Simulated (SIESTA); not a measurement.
**CdO (Monteponite) under changes of volume**

One of the cells (13.229 Å³/atom); the others are scaled copies at fixed shape and fractional positions:

```
CELL_PARAMETERS angstrom
0.00000 2.36506 2.36506
2.36506 0.00000 2.36506
2.36506 2.36506 0.00000
ATOMIC_POSITIONS crystal
Cd 0.00000 0.00000 0.00000
O 0.50000 0.50000 0.50000
```

* Program: SIESTA 5.4.2
* Functional: PBE
* Potentials or basis: PseudoDojo 0.4 standard (PBE files)
* Basis: DZP (energy shift 0.002 Ry)
* Grid cutoff: 800 Ry
* Energy shift: 0.002 Ry
* k mesh: 10 × 10 × 10
* Occupations: fermi-dirac, width 0.05 eV
* Spin: no spin polarisation

```tsv
volume (Å³/atom)	energy over the lowest point (meV/atom)	pressure (GPa)
12.191	?	?
12.451	47.36	14.3
12.710	27.31	10.6
13.229	4.29	4.0
13.488	0.00	1.3
13.748	0.03	-1.3
```

Problem. What does the run at 12.191 Å³/atom give?

Solution. Energy over the lowest point 73.85 meV/atom; pressure 18.6 GPa.

Worked out: A Birch-Murnaghan fit of order 3 (a polynomial in V^(-2/3)) to the other rows has its minimum at 13.62 Å³/atom with B0 = V·E''(V) = 128 GPa and B' = 5.0. It gives 74.09 meV/atom at 12.191 Å³/atom, against the run's 73.85, and -dE/dV = 18.7 GPa, against 18.6.

Energies are extrapolated to zero smearing.

Caveats: semicore shells carry a single zeta, which can move pressures by several GPa and volumes by a few percent; the basis of atomic orbitals isn't converged, which shifts pressures, moduli and gaps.
